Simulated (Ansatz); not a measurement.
The parent structure is GeO₂ (space group P3_121, No. 152; a = 5.093 Å, c = 5.768 Å). Axes: x lies along a and z along c of the hexagonal cell.

Computed with PBE (Ansatz, a quantum-chemistry and plane-wave program), no spin-orbit coupling.

Base values:

The smallest direct gap is 3.29 eV and the volume per atom is 14.40 Å³.

One thing is altered: uniaxial stress, 3 GPa tension along z; all other stress components relax to zero.

Question: Predict the new smallest direct gap.

Answer: The smallest direct gap decreases by 0.06 eV to 3.23 eV.

Question: What does the calculation give for the mean lateral Poisson ratio after the change?

Answer: The mean lateral Poisson ratio is 0.28.

Question: Predict the new volume per atom.

Answer: The volume per atom increases by 0.24 Å³ (14.40 Å³ → 14.64 Å³).

Load acts through the strain it causes; cell and atoms are relaxed under it. Stability under load was not tested beyond the relaxation.
